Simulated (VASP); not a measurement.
Write the native input for VASP 6.6.1 that does the following.

| Property | Result |
| --- | --- |
| Task | single point |
| Functional | LDA |
| Potentials or basis | VASP PAW LDA potentials, release 64 (O, H, F) |
| Cutoff | 520 eV |
| k mesh | 1 × 1 × 1 |
| Occupations | fermi-dirac, width 0.05 eV |
| Spin | no spin polarisation |
| Dipole correction | no |
| Further INCAR settings | LREAL = Auto; ALGO = Fast; EDIFF = 1e-06; NBANDS = 44 |

The structure of H13O6F lies in POSCAR:

```
H13O6F
1.0
    5.9814240000      0.0000000000      0.0000000000
    0.0000000000      5.9814240000      0.0000000000
    0.0000000000      0.0000000000      5.9814240000
O H F
6 13 1
Direct
    0.5323147130      0.4263533232      1.0144072716
    0.2224219517      0.1637235548      0.2218368068
    0.2755531124      0.6776981535      0.7764539013
    0.7039126469      1.1206863115      0.7295419954
    0.8506837168      0.5118513585      0.2805017668
    1.0213454187      0.8932822686      0.0132242757
    0.6527709790      0.4827612956      1.1157042203
    0.6004924580      0.3172321507      0.9015077346
    0.3502008886      0.2532172941      0.1448986061
    0.3294198840      0.0701170825      0.3389493873
    0.4094844305      0.5955270852      0.8602466570
    0.1538095276      0.7935568520      0.8957900326
    0.8122313349      1.2195590883      0.6656274492
    0.5984193730      1.0568052022      0.6135662678
    0.9212689152      0.6564155960      0.2198640324
    0.9739152416      0.4079630536      0.2491045611
    1.1294133303      1.0380805641      0.1090375803
    0.8972946910      0.9391074767     -0.0796465858
    0.3303561159      0.8028522974      0.6681853686
    0.4530526510      0.9613597030      0.4790498049
```

The cell was built by a generator and needn't be a form met in nature.

These files were run (other wordings do the same):

INCAR

```
SYSTEM = H13O6F
PREC = Accurate
ENCUT = 520
EDIFF = 1E-6
ISMEAR = -1
SIGMA = 0.05
LREAL = Auto
LASPH = .True.
NELM = 100
ALGO = Fast
ISIF = 2
LWAVE = .False.
LCHARG = .False.
NBANDS = 44
```

KPOINTS

```
regular mesh
0
Gamma
  1 1 1
  0 0 0
```

Potentials or basis: VASP PAW LDA potentials, release 64 (O, H, F).

Launch:

```console
$ cat potpaw_LDA.64/O/POTCAR potpaw_LDA.64/H/POTCAR potpaw_LDA.64/F/POTCAR > POTCAR
$ mpirun -np 1 vasp_gam > vasp.out
```

It gave:

| Item | Value |
| --- | --- |
| Pressure | -1.2 GPa |
| Largest force | 2.232 eV/Å |
| Band gap on the k mesh | 5.14 eV, direct |

Wall time 15 s on 1 thread of Intel(R) Xeon(R) Platinum 8259CL CPU @ 2.50GHz (Skylake/Cascade Lake), with other jobs on the host, peak memory 0.25 GiB.
